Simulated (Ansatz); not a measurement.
# TaAs (I4_1md) in Ansatz: settings compared

The runs below take TaAs through band structure, with LDA, LDA+U.

All numbers are computed with Ansatz 0.2.0; they aren't measurements. Logs are shortened: lines on timing, memory, paths and dates and some standing lists are left out, and cuts for length are marked.

## (1) The structure

The structure is tetragonal, space group I4_1md (No. 109). The conventional cell has a = 3.444 Å, b = 3.444 Å, c = 11.736 Å, α = 90.00°, β = 90.00°, γ = 90.00°. Ta (site symmetry 2mm) has 6 As at 2.61 to 2.62 Å as nearest neighbours. As (site symmetry 2mm) has 6 Ta at 2.61 to 2.62 Å as nearest neighbours.

The cell is a database's computed one.

## (2) Band structure, LDA

Contents of input.yaml:

```yaml
crystal:
  lattice:
    - [-1.7218133622, 1.7218133622, 5.8679415361]
    - [1.7218133622, -1.7218133622, 5.8679415361]
    - [1.7218133622, 1.7218133622, -5.8679415361]
  atoms:
    - { symbol: Ta, position: [0.4999673, 0.4999673, 0.0] }
    - { symbol: Ta, position: [0.2499673, 0.7499673, 0.5] }
    - { symbol: As, position: [0.08263212, 0.08263212, 0.0] }
    - { symbol: As, position: [0.83263212, 0.33263212, 0.5] }
hamiltonian:
  xc: lda
  pseudopotentials: { kind: paw }
kpoints:
  mp_grid: { grid: [11, 11, 11] }
  band_path:
    path:
      - [[0.0, 0.0, 0.0], [-0.5, 0.5, 0.0], [-0.5, 0.5, -0.0430497462], [-0.2715248731, 0.2715248731, -0.2715248731], [0.0, 0.0, 0.0], [0.5, 0.5, -0.5], [0.2715248731, 0.7284751269, -0.7284751269], [0.0, 0.5, -0.5], [-0.25, 0.75, -0.25], [0.0430497462, 0.9569502538, -0.5], [0.5, 0.5, -0.5]]
      - [[-0.5, 0.5, 0.0], [-0.25, 0.75, -0.25]]
    npoints: 14
scf:
  occupations: { method: fermi_dirac, width: 0.05 }
  n_extra_bands: 10
output:
  forces: true
  stress: true
  eigenvalues: true
  fatbands: true
```

Potentials or basis: Ansatz PAW.

The run is started by

```bash
> ansatz run input.yaml --threads 2 --pin off --max-ram 5632MiB --backend cpu --events-out ev --progress --plain --runs-dir out
```

Standard output:

```text
Warning: RAYON_NUM_THREADS=2 ignored (pool sized by the plan → 2); use --threads N
basis.fft_grid_basis auto: the FFT boxes are laid along the combinations [[1, 0, 1], [0, 1, 1], [0, 0, 1]] of the cell's own vectors, 3.444, 3.444 and 6.353 Å long. The dense box has 24×24×45 points. Along the cell's own vectors, as sized, it would have 45×45×45, 3.52 times as many. Of the 8 symmetry operations that the crystal satisfies within crystal.symmetry.tolerance (time reversal apart; of a slab, those that keep its plane) the dense box along the cell's own vectors carries 8, and the one as laid loses 6 of those. basis.fft_grid_basis: typed keeps the cell's own vectors: state it where this run's energies or levels are differenced outside the engine with another run's, or held beside a run that keeps those vectors.
scf.n_extra_bands = 10 over 28 filled bands (N_el = 56.0): the run solves 38 bands
Engine: ansatz 0.2.0, aarch64-unknown-linux-gnu
Pseudopotentials: kind: paw
Pseudopotential: Ta, paw, valence charge 13, recommended cutoff 420 eV (normal), Ta.paw.azcp
Pseudopotential: As, paw, valence charge 15, recommended cutoff 420 eV (normal), As.paw.azcp
Functional definition: SPW92
  exchange = slater_x
  correlation = pw_c
Crystal: 4 atoms, lattice volume = 69.585 Å³
Basis set: ecut = 420 eV, 1371 PW (Γ), FFT grids on a1+a3, a2+a3, a3
Bands: 38, of which v1, the nominal top of the filled ones, is band 28 counted from 1 (27 counted from 0)
Symmetry: 8 space group operations
Space group: I41md (ITA 109), of the structure as read, at distance tolerance 4.1e-5 Å
k-points: 126 of 1331 (time reversal used)
Non-local potential: Ta, projectors of the file, l = 0: 3, l = 1: 2, l = 2: 2, l = 3: 1
Non-local potential: As, projectors of the file, l = 0: 2, l = 1: 2, l = 2: 3, l = 3: 1
PAW form: soft (Blöchl's): semilocal exchange-correlation on the pseudo side does not see the compensation charge
PAW frozen core: Ta, regenerated for the run's functional, and the local potential with it (the file was generated under x = pbe(κ = 0.804, μ = 0.2195149727645171), c = pbe(β = 0.06672455060314922))
PAW frozen core: As, regenerated for the run's functional, and the local potential with it (the file was generated under x = pbe(κ = 0.804, μ = 0.2195149727645171), c = pbe(β = 0.06672455060314922))
PAW one-centre angular grid: Ta, 590 points (default); XC on 64 Gauss nodes
PAW one-centre angular grid: As, 590 points (default); XC on 64 Gauss nodes
Initial density: superposition of atomic densities (neutral atoms: chi_scale 0, normalization atom), corrected by the library's trained network
Initial wavefunctions: pseudopotential atomic-orbital guess
Functional: x = slater, c = lda
SCF iter   1: F=—  HF=-28915.036755 eV  |F-HF|=—  |Δ(HF+E_count)|=         —  Δρ=8.84e-3  dr2=3.65e-2  ethr=1.77e-3  ⟨swp⟩=5.9  Hψ=19229  notcnv=0  defer=23
preconditioner: auto → Kerker (q_TF=auto, 2.631 Å⁻¹)  [metal: Δε(μ)=0.039 eV  Ē_g=8.877 eV  σ=0.050 eV  W_gap=0.19  n_scr=24 (ndim 8)  ℏωp=19.9 eV  f_vac=0.000  D(μ)=0.57/eV (n_scr^D=2)]
SCF iter   2: F=—  HF=-28915.030297 eV  |F-HF|=—  |Δ(HF+E_count)|=   6.46e-3  Δρ=5.19e-3  dr2=1.41e-2  ethr=6.52e-5  ⟨swp⟩=1.0  Hψ=5796  notcnv=0  defer=187
SCF iter   3: F=—  HF=-28915.026548 eV  |F-HF|=—  |Δ(HF+E_count)|=   3.75e-3  Δρ=5.98e-4  dr2=2.29e-4  ethr=2.53e-5  ⟨swp⟩=2.0  Hψ=6166  notcnv=0  defer=187
SCF iter   4: F=—  HF=-28915.026434 eV  |F-HF|=—  |Δ(HF+E_count)|=   1.13e-4  Δρ=1.42e-4  dr2=1.78e-5  ethr=4.09e-7  ⟨swp⟩=2.9  Hψ=7899  notcnv=0  defer=187
SCF iter   5: F=—  HF=-28915.026432 eV  |F-HF|=—  |Δ(HF+E_count)|=   2.08e-6  Δρ=5.36e-5  dr2=2.04e-6  ethr=3.19e-8  ⟨swp⟩=2.0  Hψ=7783  notcnv=0  defer=187
SCF iter   6: F=—  HF=-28915.026431 eV  |F-HF|=—  |Δ(HF+E_count)|=   1.12e-6  Δρ=1.62e-5  dr2=2.60e-7  ethr=3.64e-9  ⟨swp⟩=2.0  Hψ=7754  notcnv=0  defer=187
SCF iter   7: F=-28915.026431 eV  HF=-28915.026431 eV  |F-HF|=1.16e-8  |Δ(HF+E_count)|=   1.59e-7  Δρ=4.92e-6  dr2=2.67e-8  ethr=1.79e-10  ⟨swp⟩=8.5  Hψ=18324  notcnv=0
SCF 1 converged in 7 iterations: F = -28915.026431 eV  dr2 = 2.67e-8
NSCF: frozen V_eff on 156 k-points
SCF converged after 7 iterations
Free energy (F): -28915.026431 eV
Harris-Foulkes:  -28915.026431 eV  (|F-HF|=1.16e-8)
Internal energy: -28915.021653 eV  (E = F + TS)
E sigma→0 (E₀):  -28915.024042 eV
Entropy (-TS):   -0.004778 eV (-1.194 meV/atom)
Fermi energy:    16.685482 eV
--- Per-component energies (eV) ---
  E_band       = -572.530497
  E_kinetic    = 944.960245
  E_local      = -4077.290921  (includes V_loc(G=0)·N_el)
  E_nonlocal   = -1289.020149
  E_hartree    = 2103.289167
  E_xc         = -594.584689
  E_vxc        = -571.357555  (∫ρ·V_xc dr)
  E_paw        = -19807.537343  (= ΣΔE_a)
  E_vpaw       = 213.600921  (= ΣTr[D̂ρ^β])
  E_aug_tail   = 0.000278  (compensation charges beyond the density's cutoff)
  E_ewald      = -6199.506507
  E_core_change = 4.668266  (= ΣΔE_core)
  E_smearing   = -0.004778  (= −TS)
  E_closure    = 0.000000  (closes the sum)
  Σ components = -28915.026431   (vs F -28915.026431, Δ=0.00e0)
--- Forces (eV/Å), atoms counted from 1 ---
  atom   1  Ta    -0.00000000    -0.00000000     0.01749334
  atom   2  Ta     0.00000000    -0.00000000     0.01749334
  atom   3  As    -0.00000000    -0.00000000    -0.01749908
  atom   4  As     0.00000000    -0.00000000    -0.01749908
  max |Σ_I F_I| component: 1.15e-5 eV/Å
--- Stress (GPa, compression-positive) ---
       -7.548444       0.000000      -0.000000
        0.000000      -7.548444       0.000000
       -0.000000       0.000000      -7.529201
  P = ⅓ Tr σ = -7.5420 GPa (-75.420 kbar)
--- Band table (eV; the first three rows and the last of 126) ---
  k-point 0: bands = ["-51.5965", "-51.5863", "-19.1242", "-19.1242", "-19.0938", "-19.0908", "-19.0810", "-19.0792", "-19.0774", "-19.0774", "-19.0763", "-19.0670", "-18.1864", "-18.1211", "-18.1211", "-17.9915", "-17.9915", "-17.9393", "2.7040", "5.1766", "9.7680", "13.5933", "14.2389", "14.2389", "14.3732", "14.7515", "15.0767", "15.0767", "17.5982", "18.2488", "19.0051", "19.7771", "19.7771", "20.0335", "20.7743", "20.7743", "20.9017", "22.1049"]
  k-point 1: bands = ["-51.5956", "-51.5858", "-19.1273", "-19.1253", "-19.0931", "-19.0889", "-19.0875", "-19.0843", "-19.0768", "-19.0760", "-19.0705", "-19.0667", "-18.1795", "-18.1325", "-18.1300", "-18.0049", "-17.9974", "-17.9381", "2.9222", "5.2585", "9.9109", "13.1478", "13.9722", "13.9738", "14.0299", "14.6145", "15.2473", "15.4119", "17.2450", "17.7944", "19.2175", "19.3580", "19.8755", "20.2468", "20.5462", "20.9502", "22.0879", "23.5591"]
  k-point 2: bands = ["-51.5931", "-51.5846", "-19.1356", "-19.1231", "-19.1008", "-19.0976", "-19.0875", "-19.0860", "-19.0745", "-19.0740", "-19.0662", "-19.0657", "-18.1796", "-18.1546", "-18.1400", "-18.0374", "-18.0146", "-17.9373", "3.5210", "5.4350", "10.3996", "12.1340", "12.8763", "13.2532", "13.5307", "14.8775", "15.6965", "15.8595", "16.9518", "17.0930", "18.7886", "19.6267", "20.1736", "20.4381", "20.6802", "22.0577", "23.8442", "24.7156"]
  k-point 125: bands = ["-51.5911", "-51.5909", "-19.1307", "-19.1306", "-19.0886", "-19.0874", "-19.0849", "-19.0812", "-19.0765", "-19.0744", "-19.0693", "-19.0686", "-18.1503", "-18.1294", "-18.0624", "-18.0605", "-17.9913", "-17.9772", "3.7741", "3.7937", "12.0846", "12.1566", "13.3786", "13.7070", "13.8521", "14.3144", "15.4401", "15.9742", "17.6037", "18.3649", "18.6489", "18.9910", "19.6626", "19.8875", "20.8375", "21.7862", "22.9000", "23.6655"]
```

It took 36 s on 2 threads of Arm Neoverse V1, shared host; peak memory 0.5 GiB.

Results:

```yaml
Free_energy: -28915.0264 eV
Pressure: -7.5 GPa
Largest_force: 0.017 eV/Å
Band_gap_on_the_k_mesh: none (metal or under the smearing width)
```

Forces on the atoms (eV/Å):
```
Ta   0.000  0.000  0.017
Ta   0.000  0.000  0.017
As   0.000  0.000 -0.017
As   0.000  0.000 -0.017
```

Levels at the corners of the path, in eV from the Fermi level:
```csv
point,band 25,band 26,band 27,band 28,band 29,band 30,band 31,band 32
Γ,-2.31,-1.93,-1.61,-1.61,0.91,1.56,2.32,3.09
X,-3.16,-3.16,-1.06,-1.06,2.78,2.78,3.05,3.05
Y,-3.14,-3.14,-1.08,-1.08,2.63,2.63,2.96,2.96
S,-2.40,-2.39,-1.72,-0.09,0.08,1.69,2.12,2.50
Γ,-2.31,-1.93,-1.61,-1.61,0.91,1.56,2.32,3.09
Z,-2.76,-2.76,-0.88,-0.88,1.22,1.22,2.26,2.26
S1,-2.40,-2.39,-1.72,-0.09,0.08,1.69,2.12,2.50
N,-2.42,-2.27,-1.56,-0.26,0.13,1.37,2.23,2.43
P,-3.18,-3.18,-1.05,-1.05,2.79,2.79,3.04,3.04
Y1,-3.14,-3.14,-1.08,-1.08,2.63,2.63,2.96,2.96
Z,-2.76,-2.76,-0.88,-0.88,1.22,1.22,2.26,2.26
X,-3.16,-3.16,-1.06,-1.06,2.78,2.78,3.05,3.05
P,-3.18,-3.18,-1.05,-1.05,2.79,2.79,3.04,3.04
```

Caveat: spin-orbit coupling is left out, which moves the levels of the heavy elements; the PAW data sets come from PBE, with cores solved anew for the run's functional, which leaves a small shift of forces and pressure.

## (3) Band structure, LDA+U

input.yaml: that of step 2 with these lines changed.

```diff
@@ -13,2 +13,3 @@
   pseudopotentials: { kind: paw }
+  hubbard: { sites: [{ species: Ta, l: d, u_eff: 1.0 }] }
 kpoints:
@@ -27,2 +28,6 @@
   eigenvalues: true
-  fatbands: true
+  fatbands: false
+  write_density: true
+  write_potential: true
+  elf: true
+  volumetric_format: npy
```

Potentials or basis: Ansatz PAW.

The run is started by

```bash
> ansatz run input.yaml --threads 2 --pin off --max-ram 5632MiB --backend cpu --events-out ev --progress --plain --runs-dir out
```

Standard output:

```text
Warning: RAYON_NUM_THREADS=2 ignored (pool sized by the plan → 2); use --threads N
basis.fft_grid_basis auto: the FFT boxes are laid along the combinations [[1, -1, 0], [0, 1, 0], [1, 0, 1]] of the cell's own vectors, 4.870, 6.353 and 3.444 Å long. The dense box has 36×45×24 points. Along the cell's own vectors, as sized, it would have 45×45×45, 2.34 times as many. Of the 8 symmetry operations that the crystal satisfies within crystal.symmetry.tolerance (time reversal apart; of a slab, those that keep its plane) the dense box along the cell's own vectors carries 8, and the one as laid loses 7 of those. basis.fft_grid_basis: typed keeps the cell's own vectors: state it where this run's energies or levels are differenced outside the engine with another run's, or held beside a run that keeps those vectors. Those combinations have planes normal to reciprocal vector 3, as the cell's own vectors have. Each planar average written beside output.write_density, output.write_potential has a row for each plane of the box: 24. The volumetric files lie along those combinations, not along the cell's own vectors: a cube or XSF file states them, and fields.json those of NumPy files.
Ta: projections on atomic orbitals take those of the free atom [Kr 4d10 4f14] 5s2 5p6 5d3 6s2, of charge +0.00 (hamiltonian.pseudopotentials.projection_atoms); the dataset's partial waves leave at most 6.0e-5 of an orbital's norm unspanned inside its sphere
As: projections on atomic orbitals take those of the free atom [Ar] 3d10 4s2 4p3, of charge +0.00 (hamiltonian.pseudopotentials.projection_atoms); the dataset's partial waves leave at most 1.7e-6 of an orbital's norm unspanned inside its sphere
scf.n_extra_bands = 10 over 28 filled bands (N_el = 56.0): the run solves 38 bands
[... 72 lines left out ...]
  P = ⅓ Tr σ = -7.0607 GPa (-70.607 kbar)
--- Band table (eV; the first three rows and the last of 126) ---
  k-point 0: bands = ["-51.6442", "-51.6338", "-19.0839", "-19.0839", "-19.0516", "-19.0488", "-19.0378", "-19.0361", "-19.0349", "-19.0349", "-19.0332", "-19.0234", "-18.2245", "-18.1642", "-18.1642", "-18.0343", "-18.0343", "-17.9777", "2.7188", "5.2005", "9.7833", "13.6426", "14.2858", "14.2858", "14.4313", "14.7892", "15.1082", "15.1082", "17.6680", "18.3162", "19.0201", "19.8123", "19.8123", "20.0506", "20.8088", "20.8088", "20.9114", "22.1126"]
  k-point 1: bands = ["-51.6433", "-51.6333", "-19.0874", "-19.0854", "-19.0511", "-19.0467", "-19.0451", "-19.0413", "-19.0343", "-19.0329", "-19.0272", "-19.0232", "-18.2175", "-18.1756", "-18.1726", "-18.0474", "-18.0398", "-17.9767", "2.9374", "5.2853", "9.9286", "13.1925", "14.0082", "14.0106", "14.0752", "14.6552", "15.2923", "15.4546", "17.3149", "17.8544", "19.2373", "19.3924", "19.9108", "20.2732", "20.5755", "20.9757", "22.1051", "23.5682"]
  k-point 2: bands = ["-51.6408", "-51.6322", "-19.0966", "-19.0834", "-19.0596", "-19.0555", "-19.0452", "-19.0432", "-19.0315", "-19.0310", "-19.0227", "-19.0223", "-18.2205", "-18.1960", "-18.1799", "-18.0798", "-18.0561", "-17.9758", "3.5387", "5.4689", "10.4205", "12.1722", "12.9136", "13.2859", "13.5594", "14.9273", "15.7488", "15.8999", "17.0041", "17.1514", "18.8260", "19.6530", "20.2081", "20.4671", "20.7066", "22.0913", "23.8557", "24.7229"]
  k-point 125: bands = ["-51.6388", "-51.6386", "-19.0909", "-19.0908", "-19.0464", "-19.0451", "-19.0423", "-19.0381", "-19.0334", "-19.0312", "-19.0260", "-19.0252", "-18.1941", "-18.1730", "-18.1005", "-18.0987", "-18.0335", "-18.0193", "3.7926", "3.8114", "12.1120", "12.1813", "13.4228", "13.7577", "13.9026", "14.3625", "15.4674", "15.9994", "17.6709", "18.4231", "18.6972", "19.0426", "19.6882", "19.9079", "20.8594", "21.8183", "22.9052", "23.6724"]
Occupation matrices written to <dir>
```

bands.tsv:

```text
[... 177 lines left out ...]
7.522846	-68.371805	-68.371805	-35.856464	-35.856464	-35.802057	-35.802057	-35.788008	-35.788008	-35.771074	-35.771074	-35.757576	-35.757576	-35.052253	-35.052253	-34.888557	-34.888557	-34.757670	-34.757670	-11.244028	-11.244028	-5.562327	-5.562327	-5.025054	-5.025054	-3.199319	-3.199319	-1.084642	-1.084642	2.763178	2.763178	3.021244	3.021244	3.738821	3.738821	4.005600	4.005600	6.960966	6.960966
```

rho_z.tsv:

```text
# z_ang	rho[e/angstrom^3]
# format = ansatz-planar-average/11
# lattice	-1.721813362	1.721813362	5.867941536
# lattice	1.721813362	-1.721813362	5.867941536
# lattice	1.721813362	1.721813362	-5.867941536
# sites	4
# site	73	0.000000000	0.000000000	5.867557773
# site	73	1.721813362	0.000000000	2.933587005
# site	33	0.000000000	0.000000000	0.969760898
# site	33	-0.000000000	1.721813362	3.903731666
0.000000	1.054330e0
0.264713	1.016661e0
0.529426	9.179573e-1
0.794139	7.932207e-1
1.058852	6.800935e-1
1.323565	6.044191e-1
[... 16 lines left out ...]
5.823685	9.179573e-1
6.088398	1.016661e0
```

It took 41 s on 2 threads of Arm Neoverse V1, shared host; peak memory 0.81 GiB.

Results:

* Free energy: -28912.5936 eV
* Pressure: -7.1 GPa
* Largest force: 0.015 eV/Å
* Band gap on the k mesh: none (metal or under the smearing width)

Forces on the atoms (eV/Å):
```
Ta   0.000  0.000  0.015
Ta   0.000  0.000  0.015
As   0.000  0.000 -0.015
As   0.000  0.000 -0.015
```

Levels at the corners of the path, in eV from the Fermi level:
```csv
point,band 25,band 26,band 27,band 28,band 29,band 30,band 31,band 32
Γ,-2.31,-1.95,-1.63,-1.63,0.93,1.57,2.28,3.07
X,-3.18,-3.18,-1.09,-1.09,2.75,2.75,3.03,3.03
Y,-3.16,-3.16,-1.11,-1.11,2.60,2.60,2.94,2.94
S,-2.42,-2.40,-1.74,-0.08,0.05,1.69,2.10,2.47
Γ,-2.31,-1.95,-1.63,-1.63,0.93,1.57,2.28,3.07
Z,-2.76,-2.76,-0.92,-0.92,1.23,1.23,2.26,2.26
S1,-2.42,-2.40,-1.74,-0.08,0.05,1.69,2.10,2.47
N,-2.42,-2.30,-1.57,-0.30,0.14,1.36,2.21,2.40
P,-3.20,-3.20,-1.08,-1.08,2.76,2.76,3.02,3.02
Y1,-3.16,-3.16,-1.11,-1.11,2.60,2.60,2.94,2.94
Z,-2.76,-2.76,-0.92,-0.92,1.23,1.23,2.26,2.26
X,-3.18,-3.18,-1.09,-1.09,2.75,2.75,3.03,3.03
P,-3.20,-3.20,-1.08,-1.08,2.76,2.76,3.02,3.02
```

Eigenvalues of the final occupation matrices:
```tsv
site	spin	trace	eigenvalues
site 1	1	2.10	0.39 0.40 0.42 0.43 0.45
site 2	1	2.10	0.39 0.40 0.42 0.43 0.45
```

Caveat: spin-orbit coupling is left out, which moves the levels of the heavy elements; U without spin polarisation on a metal has little footing; the PAW data sets come from PBE, with cores solved anew for the run's functional, which leaves a small shift of forces and pressure; the U is typed as a test and isn't derived for this compound.

[end of part 1 of 2]
